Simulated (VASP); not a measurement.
## Lattice of BAs, functional by functional

Which functional gives which lattice for BAs? The starting structure is a measured crystal structure from the Crystallography Open Database. The first relaxation on each setting starts from this cell expanded by 3 % in volume.

Program: VASP 6.6.1. Level of theory: Kohn-Sham DFT with plane waves and PAW; PBEsol, LDA, PBE, PBEsol + D3(BJ), r2SCAN, r2SCAN + rVV10, vdW-DF-cx and BLYP. Results are calculated unless marked as measured.

**1. The starting structure**

The structure is cubic, space group F-43m (No. 216). The conventional cell has a = 4.777 Å, b = 4.777 Å, c = 4.777 Å, α = 90.00°, β = 90.00°, γ = 90.00°. As has 4 B at 2.07 Å nearest. B has 4 As at 2.07 Å nearest. Farther neighbours are not listed.

**2. Relaxation with PBEsol**

PBEsol restores the gradient expansion of exchange and is tuned for the cells of solids.

The input, INCAR:

```
SYSTEM = BAs
PREC = Accurate
ENCUT = 450
EDIFF = 1E-06
NELM = 100
ISMEAR = 0
SIGMA = 0.03
LREAL = .FALSE.
ALGO = Normal
GGA = PS
NBANDS = 10
LORBIT = 11
LWAVE = .FALSE.
LCHARG = .FALSE.
KPAR = 4
IBRION = 2
NSW = 50
ISIF = 3
EDIFFG = -0.004
```

The input, POSCAR:

```
BAs
1.0
    0.0000000000      2.4121500529      2.4121500529
    2.4121500529      0.0000000000      2.4121500529
    2.4121500529      2.4121500529      0.0000000000
As B
1 1
Direct
    0.7500000000      0.7500000000      0.7500000000
    0.0000000000      0.0000000000      0.0000000000
```

The input, KPOINTS:

```
Automatic mesh
0
Gamma
8 8 8
0 0 0
```

PAW data sets: As and B (PBE family, release 64).

Command:

```bash
$ mpirun -np 4 vasp_std
```

What it wrote:

```text
[banner, memory and clock lines left out]
running    4 mpi-ranks, on    1 nodes
 distrk:  each k-point on    1 cores,    4 groups
 distr:  one band on    1 cores,    1 groups

 POSCAR found type information on POSCAR AsB
 POSCAR found :  2 types and       2 ions
|                                                                             |
|               ----> ADVICE to this user running VASP <----                  |
|                                                                             |
|     You enforced a specific xc type in the INCAR file but a different       |
|     [... a line on the potential file left out ...]
|     I HOPE YOU KNOW WHAT YOU ARE DOING!                                     |
|                                                                             |

 LDA part: xc-table for (Slater+PW92), standard interpolation
 POSCAR, INCAR and KPOINTS ok, starting setup
 FFT: planning ... GRIDC
 FFT: planning ... GRID_SOFT
 FFT: planning ... GRID
 WAVECAR not read
 entering main loop
       N       E                     dE             d eps       ncg     rms          rms(c)
DAV:   1     0.109179471548E+02    0.10918E+02   -0.34194E+03   580   0.620E+02
DAV:   2    -0.121134736091E+02   -0.23031E+02   -0.22103E+02   802   0.105E+02
DAV:   3    -0.127436668166E+02   -0.63019E+00   -0.62906E+00   688   0.167E+01
DAV:   4    -0.127453388801E+02   -0.16721E-02   -0.16720E-02   718   0.961E-01
DAV:   5    -0.127453416853E+02   -0.28052E-05   -0.28052E-05   666   0.395E-02    0.462E+00
DAV:   6    -0.122585835397E+02    0.48676E+00   -0.13113E+00   628   0.484E+00    0.230E+00
DAV:   7    -0.121969810688E+02    0.61602E-01   -0.16306E-01   710   0.210E+00    0.900E-01
DAV:   8    -0.121881736128E+02    0.88075E-02   -0.18444E-02   630   0.773E-01    0.896E-02
DAV:   9    -0.121883023324E+02   -0.12872E-03   -0.62700E-04   660   0.160E-01    0.487E-02
DAV:  10    -0.121883635199E+02   -0.61188E-04   -0.98068E-05   638   0.610E-02    0.109E-02
DAV:  11    -0.121883659818E+02   -0.24619E-05   -0.19402E-06   716   0.108E-02    0.930E-03
DAV:  12    -0.121883658447E+02    0.13714E-06   -0.11773E-06   438   0.573E-03
   1 F= -.12188366E+02 E0= -.12188366E+02  d E =-.121884E+02
 curvature:   0.00 expect dE= 0.000E+00 dE for cont linesearch  0.000E+00
 trial: gam= 0.00000 g(F)=  0.585E-46 g(S)=  0.325E-01 ort = 0.000E+00 (trialstep = 0.100E+01)
 search vector abs. value=  0.325E-01
 bond charge predicted
       N       E                     dE             d eps       ncg     rms          rms(c)
DAV:   1    -0.122161645237E+02   -0.27799E-01   -0.67225E-01   628   0.522E+00    0.813E-01
DAV:   2    -0.121991312724E+02    0.17033E-01   -0.27350E-02   616   0.887E-01    0.409E-01
DAV:   3    -0.121936056989E+02    0.55256E-02   -0.11488E-02   614   0.502E-01    0.137E-01
DAV:   4    -0.121932910225E+02    0.31468E-03   -0.52707E-04   664   0.133E-01    0.842E-02
DAV:   5    -0.121932655538E+02    0.25469E-04   -0.49488E-05   672   0.408E-02    0.394E-02
DAV:   6    -0.121932648941E+02    0.65976E-06   -0.29232E-06   614   0.989E-03
   2 F= -.12193265E+02 E0= -.12193265E+02  d E =-.489905E-02
 trial-energy change:   -0.004899  1 .order   -0.004330   -0.032513    0.023852
 step:   0.5915(harm=  0.5768)  dis= 0.00000  next Energy=   -12.198098 (dE=-0.973E-02)
 bond charge predicted
       N       E                     dE             d eps       ncg     rms          rms(c)
DAV:   1    -0.122020015650E+02   -0.87360E-02   -0.11046E-01   630   0.208E+00    0.328E-01
DAV:   2    -0.121991237381E+02    0.28778E-02   -0.48353E-03   614   0.368E-01    0.165E-01
DAV:   3    -0.121982095540E+02    0.91418E-03   -0.18467E-03   616   0.202E-01    0.498E-02
DAV:   4    -0.121981479689E+02    0.61585E-04   -0.95803E-05   670   0.561E-02    0.311E-02
DAV:   5    -0.121981432111E+02    0.47577E-05   -0.72598E-06   680   0.156E-02    0.150E-02
DAV:   6    -0.121981430622E+02    0.14892E-06   -0.44238E-07   342   0.387E-03
   3 F= -.12198143E+02 E0= -.12198143E+02  d E =-.977722E-02
 curvature:  -0.29 expect dE=-0.222E-08 dE for cont linesearch -0.222E-08
 trial: gam=-0.00049 g(F)=  0.659E-47 g(S)=  0.772E-08 ort = 0.158E-04 (trialstep = 0.918E+00)
 search vector abs. value=  0.100E-09
 reached required accuracy - stopping structural energy minimisation
```

It took 6 s on 4 MPI ranks of AMD EPYC 7R43, shared host; peak memory 0.41 GiB; 21 s of CPU time.

The logs omit lines about the potential files and the build; timing stands in the text.

Parts of OUTCAR (step 2):

```text
ion  position               nearest neighbor table
   1  0.750  0.750  0.750-   2 2.09   2 2.09   2 2.09   2 2.09
   2  0.000  0.000  0.000-   1 2.09   1 2.09   1 2.09   1 2.09

  LATTYP: Found a face centered cubic cell.
 ALAT       =     4.8243001058

 Subroutine GETGRP returns: Found 24 space group operations
 (whereof 24 operations were pure point group operations)

The static configuration has the point symmetry T_d .

 Found     29 irreducible k-points:

   k-points           NKPTS =     29   k-points in BZ     NKDIM =     29   number of bands    NBANDS=     10

   dimension x,y,z NGX =    24 NGY =   24 NGZ =   24
   dimension x,y,z NGXF=    48 NGYF=   48 NGZF=   48

   ENCUT  =  450.0 eV  33.07 Ry    5.75 a.u.   5.90  5.90  5.90*2*pi/ulx,y,z

   NELECT =       8.0000    total number of electrons

 k-points in reciprocal lattice and weights: Automatic mesh
   0.00000000  0.00000000  0.00000000       0.002
   0.12500000  0.00000000  0.00000000       0.016
   0.25000000  0.00000000  0.00000000       0.016
   0.37500000  0.00000000  0.00000000       0.016
   0.50000000  0.00000000  0.00000000       0.008
   0.12500000  0.12500000  0.00000000       0.012
   0.25000000  0.12500000  0.00000000       0.047
   0.37500000  0.12500000  0.00000000       0.047
   0.50000000  0.12500000  0.00000000       0.047
[...]
-0.37500000  0.50000000  0.12500000       0.023
  -0.25000000  0.50000000  0.25000000       0.012

 average (electrostatic) potential at core
       1 -48.5875       2 -26.9220

 E-fermi :   6.1993

 k-point     1 :       0.0000    0.0000    0.0000
  band No.  band energies     occupation
      1      -9.3945      2.00000
      2       6.0388      2.00000
      3       6.0388      2.00000
      4       6.0388      2.00000
      5       9.2716      0.00000
      6       9.2716      0.00000
      7       9.2716      0.00000
      8      10.7087      0.00000
      9      15.3797      0.00000
    ...

 k-point     2 :       0.1250    0.0000    0.0000
  band No.  band energies     occupation
      1      -9.1381      2.00000
      2       4.0598      2.00000
      3       5.5961      2.00000
      4       5.5961      2.00000
      5       9.3871      0.00000
      6       9.8526      0.00000
      7       9.8526      0.00000
      8      11.9756      0.00000
      9      16.3443      0.00000
    ...

 k-point     3 :       0.2500    0.0000    0.0000
  band No.  band energies     occupation
      1      -8.3911      2.00000
      2       1.0737      2.00000
      3       4.8823      2.00000
      4       4.8823      2.00000
      5       9.0567      0.00000
      6      10.6478      0.00000
      7      10.6478      0.00000
      8      13.8775      0.00000
      9      17.1209      0.00000
    ...

  Total       -0.0003267     -0.0003267     -0.0003267      0.0000000      0.0000000      0.0000000
  in kB       -0.0191922     -0.0191922     -0.0191922      0.0000000      0.0000000      0.0000000
  external PRESSURE =      -0.0191922 kB  Pullay stress =       0.0000000 kB

  energy-cutoff  :      450.00
  volume of cell :       27.27
      direct lattice vectors                 reciprocal lattice vectors
    -0.000000000  2.389082971  2.389082971    -0.209285323  0.209285323  0.209285323
     2.389082971  0.000000000  2.389082971     0.209285323 -0.209285323  0.209285323
     2.389082971  2.389082971  0.000000000     0.209285323  0.209285323 -0.209285323

 POSITION                                       TOTAL-FORCE (eV/Angst)
 -----------------------------------------------------------------------------------
      3.58362      3.58362      3.58362         0.000000      0.000000      0.000000
      0.00000      0.00000      0.00000        -0.000000     -0.000000     -0.000000
 -----------------------------------------------------------------------------------
    total drift:                               -0.000000     -0.000000     -0.000000

  FREE ENERGIE OF THE ION-ELECTRON SYSTEM (eV)
  ---------------------------------------------------
  free  energy   TOTEN  =       -12.1981430622 eV

  energy  without entropy=      -12.1981430622  energy(sigma->0) =      -12.19814306

 reached required accuracy - stopping structural energy minimisation

 total charge
# of ion       s       p       d       tot
------------------------------------------
    1        1.175   1.664   0.087   2.927
    2        0.654   1.169   0.000   1.823
--------------------------------------------------
tot          1.829   2.834   0.087   4.750

[... 3 further parts left out ...]
```

CONTCAR:

```
BAs
   1.00000000000000
    -0.0000000000000000    2.3890829705663013    2.3890829705663013
     2.3890829705663013    0.0000000000000000    2.3890829705663013
     2.3890829705663013    2.3890829705663013    0.0000000000000000
  As              B
     1     1
Direct
     0.7500000000000000    0.7500000000000000    0.7500000000000000
     0.0000000000000000    0.0000000000000000    0.0000000000000000
```

The PAW data sets were made with PBE, which is usual practice but a small mismatch for other functionals. The run keeps the 24 symmetry operations of its start, so it cannot find a distortion of lower symmetry.

With PBEsol the relaxed cell holds 13.636 Å³ an atom, +0.07 % against the measured cell, with a = 4.778 Å. Pressures at 0.985 and 1.015 times this volume, from two more relaxations that aren't shown, give a bulk modulus of 140.9 GPa.

**3. Relaxation with LDA**

LDA, the lowest rung, knows the local density alone. This run starts from the cell of an earlier relaxation, which isn't shown; the restart sets up the plane waves anew.

INCAR, as its differences from that of step 2:

```diff
@@ -9,3 +9,3 @@
 ALGO = Normal
-GGA = PS
+GGA = CA
 NBANDS = 10
```

The input, POSCAR:

```
BAs
1.0
    0.0000000000      2.3713530410      2.3713530410
    2.3713530410      0.0000000000      2.3713530410
    2.3713530410      2.3713530410      0.0000000000
As B
1 1
Direct
    0.7500000000      0.7500000000      0.7500000000
    0.0000000000      0.0000000000      0.0000000000
```

KPOINTS is that of step 2.

PAW data sets: As and B (LDA family, release 64).

Command:

```bash
$ mpirun -np 4 vasp_std
```

What it wrote:

```text
[banner, memory and clock lines left out]
running    4 mpi-ranks, on    1 nodes
[...]
LDA part: xc-table for (Slater(with rela. corr.)+CA(PZ))
 , standard interpolation
 POSCAR, INCAR and KPOINTS ok, starting setup
[...]
entering main loop
       N       E                     dE             d eps       ncg     rms          rms(c)
DAV:   1     0.873756007830E+01    0.87376E+01   -0.34580E+03   580   0.629E+02
DAV:   2    -0.131072666995E+02   -0.21845E+02   -0.21147E+02   794   0.100E+02
DAV:   3    -0.136923393749E+02   -0.58507E+00   -0.58418E+00   678   0.165E+01
DAV:   4    -0.136938735785E+02   -0.15342E-02   -0.15341E-02   724   0.988E-01
[...]
DAV:  10    -0.129237386187E+02   -0.65585E-05   -0.85247E-05   634   0.550E-02    0.141E-02
DAV:  11    -0.129237400224E+02   -0.14037E-05   -0.16105E-06   682   0.929E-03    0.130E-02
DAV:  12    -0.129237398494E+02    0.17306E-06   -0.77065E-07   366   0.396E-03
   1 F= -.12923740E+02 E0= -.12923740E+02  d E =-.129237E+02
[...]
reached required accuracy - stopping structural energy minimisation
```

It took 2.8 s on 4 MPI ranks; peak memory 0.38 GiB; 8.6 s of CPU time.

Parts of OUTCAR (step 3):

```text
  Total       -0.0040036     -0.0040036     -0.0040036      0.0000000      0.0000000      0.0000000
  in kB       -0.2405125     -0.2405125     -0.2405125      0.0000000      0.0000000      0.0000000
  external PRESSURE =      -0.2405125 kB  Pullay stress =       0.0000000 kB

 POSITION                                       TOTAL-FORCE (eV/Angst)
 -----------------------------------------------------------------------------------
      3.55703      3.55703      3.55703        -0.000000     -0.000000     -0.000000
      0.00000      0.00000      0.00000         0.000000      0.000000      0.000000
 -----------------------------------------------------------------------------------
    total drift:                               -0.000000     -0.000000     -0.000000

  FREE ENERGIE OF THE ION-ELECTRON SYSTEM (eV)
  ---------------------------------------------------
  free  energy   TOTEN  =       -12.9237398494 eV

  energy  without entropy=      -12.9237398494  energy(sigma->0) =      -12.92373985

[... 2 parts as in an earlier step ...]

[... 2 further parts left out ...]
[key lines of the parts left out:]
E-fermi :   6.6343
```

With LDA the relaxed cell holds 13.335 Å³ an atom, -2.14 % against the measured cell, with a = 4.743 Å. That is -2.21 % from PBEsol. Pressures at 0.985 and 1.015 times this volume, from two more relaxations that aren't shown, give a bulk modulus of 147.6 GPa.

**4. Relaxation with PBE**

PBE, the usual starting point, adds the gradient of the density.

INCAR, as its differences from that of step 3:

```diff
@@ -9,3 +9,3 @@
 ALGO = Normal
-GGA = CA
+GGA = PE
 NBANDS = 10
```

The input, POSCAR:

```
BAs
1.0
    0.0000000000      2.4121500529      2.4121500529
    2.4121500529      0.0000000000      2.4121500529
    2.4121500529      2.4121500529      0.0000000000
As B
1 1
Direct
    0.7500000000      0.7500000000      0.7500000000
    0.0000000000      0.0000000000      0.0000000000
```

KPOINTS is that of step 3.

The projector-augmented-wave data sets are As and B (PBE family, release 64).

Command:

```bash
$ mpirun -np 4 vasp_std
```

What it wrote:

```text
[banner, memory and clock lines left out]
running    4 mpi-ranks, on    1 nodes
[...]
LDA part: xc-table for (Slater+PW92), standard interpolation
 POSCAR, INCAR and KPOINTS ok, starting setup
[...]
entering main loop
       N       E                     dE             d eps       ncg     rms          rms(c)
DAV:   1     0.117003982566E+02    0.11700E+02   -0.34188E+03   580   0.619E+02
DAV:   2    -0.113618445265E+02   -0.23062E+02   -0.22127E+02   802   0.105E+02
DAV:   3    -0.119929639878E+02   -0.63112E+00   -0.62995E+00   688   0.167E+01
DAV:   4    -0.119946658249E+02   -0.17018E-02   -0.17018E-02   722   0.971E-01
[...]
DAV:  10    -0.114078348264E+02   -0.16921E-03   -0.22367E-04   646   0.960E-02    0.132E-02
DAV:  11    -0.114078405961E+02   -0.57697E-05   -0.62873E-06   720   0.178E-02    0.108E-02
DAV:  12    -0.114078406310E+02   -0.34971E-07   -0.29118E-06   636   0.987E-03
   1 F= -.11407841E+02 E0= -.11407841E+02  d E =-.114078E+02
[...]
DAV:   2    -0.114081030109E+02    0.38623E-03   -0.67883E-04   626   0.138E-01    0.620E-02
DAV:   3    -0.114079836254E+02    0.11939E-03   -0.24483E-04   622   0.739E-02    0.195E-02
DAV:   4    -0.114079758923E+02    0.77331E-05   -0.14365E-05   664   0.216E-02    0.119E-02
DAV:   5    -0.114079757623E+02    0.13005E-06   -0.11477E-06   366   0.632E-03
   2 F= -.11407976E+02 E0= -.11407976E+02  d E =-.135131E-03
 trial-energy change:   -0.000135  1 .order   -0.000124   -0.000780    0.000533
 step:   0.6067(harm=  0.5943)  dis= 0.00000  next Energy=   -11.408080 (dE=-0.239E-03)
[...]
N       E                     dE             d eps       ncg     rms          rms(c)
DAV:   1    -0.114081628747E+02   -0.18698E-03   -0.24060E-03   634   0.307E-01    0.480E-02
DAV:   2    -0.114081010135E+02    0.61861E-04   -0.10607E-04   616   0.542E-02    0.243E-02
DAV:   3    -0.114080800599E+02    0.20954E-04   -0.37639E-05   620   0.290E-02    0.756E-03
DAV:   4    -0.114080780728E+02    0.19871E-05   -0.22502E-06   614   0.855E-03    0.461E-03
DAV:   5    -0.114080778377E+02    0.23510E-06   -0.17334E-07   322   0.246E-03
   3 F= -.11408078E+02 E0= -.11408078E+02  d E =-.237207E-03
[...]
reached required accuracy - stopping structural energy minimisation
```

It took 5.4 s on 4 MPI ranks; peak memory 0.43 GiB; 19 s of CPU time.

Parts of OUTCAR (step 4):

```text
  Total        0.0012498      0.0012498      0.0012498     -0.0000000      0.0000000      0.0000000
  in kB        0.0716611      0.0716611      0.0716611     -0.0000000      0.0000000      0.0000000
  external PRESSURE =       0.0716611 kB  Pullay stress =       0.0000000 kB

 POSITION                                       TOTAL-FORCE (eV/Angst)
 -----------------------------------------------------------------------------------
      3.61273      3.61273      3.61273         0.000000      0.000000      0.000000
      0.00000      0.00000      0.00000        -0.000000     -0.000000     -0.000000
 -----------------------------------------------------------------------------------
    total drift:                               -0.000000     -0.000000     -0.000000

  FREE ENERGIE OF THE ION-ELECTRON SYSTEM (eV)
  ---------------------------------------------------
  free  energy   TOTEN  =       -11.4080778377 eV

  energy  without entropy=      -11.4080778377  energy(sigma->0) =      -11.40807784

[... 2 parts as in an earlier step ...]

[... 2 further parts left out ...]
[key lines of the parts left out:]
E-fermi :   6.0128
```

With PBE the relaxed cell holds 13.971 Å³ an atom, +2.53 % against the measured cell, with a = 4.817 Å. That is +2.46 % from PBEsol. Pressures at 0.985 and 1.015 times this volume, from two more relaxations that aren't shown, give a bulk modulus of 132.1 GPa.

(Continued in part 2 of 2.)

[Lines on the potential files, build, host, timing and source positions are cut from VASP's logs without a mark.]

[Logs are printed without paths, hosts, clocks, repeated set-up lines and the standing remarks that a program may print on its own settings, such as how far it seeks lower states.]

[Hosts, paths, dates, database ids (printed as entryN), source tags and the programs' standing remarks are cut or masked in the printed files.]
